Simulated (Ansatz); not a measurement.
The system is RbBr.

```
Rb Br
1.0
     0.00000    3.42700    3.42700
     3.42700    0.00000    3.42700
     3.42700    3.42700    0.00000
Rb Br
1 1
Direct
  0.00000 0.00000 0.00000
  0.50000 0.50000 0.50000
```

Program: Ansatz 0.2.0. Alike in all runs: task single point; level HSE06 form with a typed share of exact exchange; potentials or basis Ansatz PAW; no spin polarisation; cell as given; k mesh 4 × 4 × 4; cutoff (eV) 420; smearing fermi-dirac 0.05 eV.

Problem. Order these runs on this cell by their band gap on the k mesh, lowest first.
A. screening (1/Å) 0.3
B. screening (1/Å) 0.15
C. screening (1/Å) 0.1
D. screening (1/Å) 0.6
E. screening (1/Å) 0.2

Solution. D (4.84 eV), A (5.30 eV), E (5.55 eV), B (5.70 eV), C (5.87 eV).
